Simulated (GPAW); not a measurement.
Write an ASE script for GPAW 26.7.0 that does the following.

| Item | Value |
| --- | --- |
| Task | single point |
| Functional | RPBE |
| Potentials or basis | the program's PAW data sets (release 1.2.1) made for this functional |
| Cutoff | 450 eV |
| Basis | pw |
| k mesh | 8 × 8 × 1 |
| Occupations | fermi-dirac, width 0.05 eV |
| Spin | no spin polarisation |
| Maxiter | 150 |
| Dipole layer | yes |

The structure of ZnS lies in POSCAR:

```
ZnS
1.0
    3.8109987816      0.0000000000      0.0000000000
   -1.9054993908      3.3004217586      0.0000000000
    0.0000000000      0.0000000000     15.7169100000
S Zn
1 1
Direct
    0.3333333333      0.6666666666      0.4771930360
    0.6666666667      0.3333333334      0.5228069640
```

The cell isn't the ideal one: the (0 0 1) slab of ZnS, cut from the database cell, not relaxed.

One way to write it, as run:

run.py

```python
import numpy as np
from ase.dft.bandgap import bandgap
from ase.io import read, write
from gpaw import GPAW, PW

atoms = read('POSCAR')
atoms.pbc = (True, True, False)

calc = GPAW(mode=PW(450),
            xc='RPBE',
            kpts={'size': (8, 8, 1), 'gamma': True},
            occupations={'name': 'fermi-dirac', 'width': 0.05},
            nbands=18,
            convergence={'density': 1e-05, 'energy': 1e-05},
            maxiter=150,
            poissonsolver={'dipolelayer': 'xy'},
            txt='gpaw.txt')
atoms.calc = calc
energy = atoms.get_potential_energy()
forces = atoms.get_forces()
calc.write('gs.gpw')
write('result.traj', atoms)
print(f'Energy: {energy:.6f} eV')
print('Forces (eV/A):')
print(forces.round(4))
print('Fermi level:', round(calc.get_fermi_level(), 4), 'eV')
print(f'Gap: {bandgap(calc)[0]:.4f} eV, direct: {bandgap(calc, direct=True)[0]:.4f} eV')

v = calc.get_electrostatic_potential().mean(axis=(0, 1))
z = np.arange(len(v)) * atoms.cell[2, 2] / len(v)
ef = calc.get_fermi_level()
np.savetxt('planar.dat', np.c_[z, v], fmt='%.4f')
below, above = np.interp([1.5, atoms.cell[2, 2] - 1.5], z, v) - ef
print(f'Work functions: bottom {below:.4f} eV, top {above:.4f} eV')
print('Dipole moment:', *calc.get_dipole_moment().round(5), 'e A')
```

Potentials or basis: the program's PAW data sets (release 1.2.1) made for this functional, pw.

The run is started by

```console
$ OMP_NUM_THREADS=1 python run.py
```

Results of the run:

- Largest force: 1.002 eV/Å
- Band gap on the k mesh: 2.18 eV, direct
- Dipole across the slab: 0.15 e·Å
- Ionisation potential of the upper face: 4.21 eV
- Electron affinity of the upper face: 2.02 eV
- Work function of the upper face: 3.16 eV
- Work function of the lower face: 5.31 eV

Caveat: the Fermi level lies in a gap.

Run time: 14 s on 1 thread of Arm Neoverse V1 (shared host), peak memory 0.18 GiB.
